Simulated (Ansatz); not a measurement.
# Redistribution: C3H5F3 + C2H4O2 → C2H3F3O + C3H6O

Gas-phase species: C3H5F3 (1,1,1-trifluoropropane) `CCC(F)(F)F`, singlet; C2H4O2 `CC(=O)O`, singlet; C2H3F3O `OCC(F)(F)F`, singlet; C3H6O `CC(C)=O`, singlet. The partners trade CH3 for OH; both sit on C, so the bond types are kept.

Shapes, held fixed at every level: PBE0-D4/def2-TZVP. Flexible molecules stand in one conformer, not always the lowest. Programs: Ansatz 0.2.0. The zero-point and thermal change to 298 K, harmonic and unscaled (PBE0-D4/def2-TZVP), is -3.0 kJ/mol.

| level | kind | ΔH(298 K) (kJ/mol) | less CCSD(T)/CBS estimate |
| --- | --- | --- | --- |
| HF/def2-SVP | Hartree–Fock | +106.6 | +7.6 |
| HF/def2-TZVPP | Hartree–Fock | +98.3 | -0.7 |
| r2SCAN-D4/def2-TZVPP | meta-GGA | +106.6 | +7.6 |
| wB97M-V/def2-TZVPP | range-separated hybrid | +102.3 | +3.3 |
| MP2/def2-SVP | perturbation theory | +115.8 | +16.8 |
| MP2/def2-TZVPP | perturbation theory | +105.7 | +6.7 |
| CCSD/def2-TZVPP | coupled cluster or CI | +99.1 | +0.1 |
| CCSD(T)/CBS estimate | coupled cluster or CI | +99.0 | 0.0 |

The highest level, CCSD(T)/CBS estimate, gives ΔH(298 K) = +99.0 kJ/mol; the levels span +98.3 to +115.8. The column of differences is taken from that level and isn't an error. No measured value is set beside it here. The CBS estimate extrapolates MP2 from def2-TZVPP and def2-QZVPP and adds CCSD(T) − MP2 in the triple-zeta set, cores frozen.
